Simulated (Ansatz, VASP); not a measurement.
# Pt: VASP beside Ansatz

The input INCAR:

```
PREC     = Accurate       # precision mode
ENCUT    = 520            # plane-wave cutoff, eV
EDIFF    = 1E-6           # SCF threshold, eV
ISMEAR   = -1             # smearing method
SIGMA    = 0.1            # smearing width, eV
LREAL    = False          # projectors in reciprocal space
LASPH    = True           # aspherical terms in the spheres
NELM     = 100            # most SCF steps
ALGO     = Normal         # electronic algorithm
ISIF     = 2              # what is computed and relaxed
LWAVE    = False          # write WAVECAR
LCHARG   = False          # write CHGCAR
GGA      = RP             # functional
NBANDS   = 28             # bands
```

File KPOINTS:

```
Automatic mesh
0
Gamma
  14 14 4
```

POSCAR

```
Pt
1.0
    2.8434800185      0.0000000000      0.0000000000
   -1.4217400092      2.4625259312      0.0000000000
    0.0000000000      0.0000000000      9.4994903638
Pt
4
Direct
    1.0000000000      1.0000000000      0.0000000000
    1.0000000000      0.0000000000      0.5000000000
    0.3333333333      0.6666666667      0.2500000000
    0.6666666667      0.3333333333      0.7500000000
```

Input for Ansatz:

```yaml
crystal:
  lattice:
    - [2.8434800185, 0.0, 0.0]
    - [-1.4217400092, 2.4625259312, 0.0]
    - [0.0, 0.0, 9.4994903638]
  atoms:
    - { symbol: Pt, position: [1.0, 1.0, 0.0] }
    - { symbol: Pt, position: [1.0, 0.0, 0.5] }
    - { symbol: Pt, position: [0.3333333333, 0.6666666667, 0.25] }
    - { symbol: Pt, position: [0.6666666667, 0.3333333333, 0.75] }
hamiltonian:
  xc: rpbe
  pseudopotentials:
    kind: paw
    azcp:
      Pt: "pseudopotentials/Pt.paw.azcp"
basis:
  ecutwfc: 420
  fft_grid_basis: typed
kpoints:
  mp_grid: { grid: [14, 14, 4], shift: [0, 0, 0] }
magnetization:
  spin_polarized: false
scf:
  occupations: { method: fermi_dirac, width: 0.1 }
  lower_state_search: "off"
output:
  stress: true
```

Alike in both runs: task single point; functional RPBE; k mesh 14 × 14 × 4; occupations fermi-dirac, width 0.1 eV; no spin polarisation.

|  | VASP | Ansatz |
| --- | --- | --- |
| version | VASP 6.6.1 | Ansatz 0.2.0 |
| potentials or method | VASP PAW PBE potentials, release 64 (Pt) | plane waves (420 eV) with PAW, scalar-relativistic |
| plane-wave cutoff (eV) | 520 | 420 |
| valence electrons in the cell | 40 | 72 |

VASP gave:

| Item | Value |
| --- | --- |
| pressure (GPa) | -8.4 |
| largest component of the traceless stress (GPa) | 0.22 |

Task: What did Ansatz give for the same quantities?

Result: Pressure (GPa): -8.0; largest component of the traceless stress (GPa): 0.23.

The functional is the same, so the differences come from potentials, cutoffs and numerics. The two sets of potentials don't hold the same shells in valence.

Caveats: the PAW data sets were made with another functional, which shifts forces and pressure a little (VASP). Spin-orbit coupling is left out, which matters for the levels of Pt.
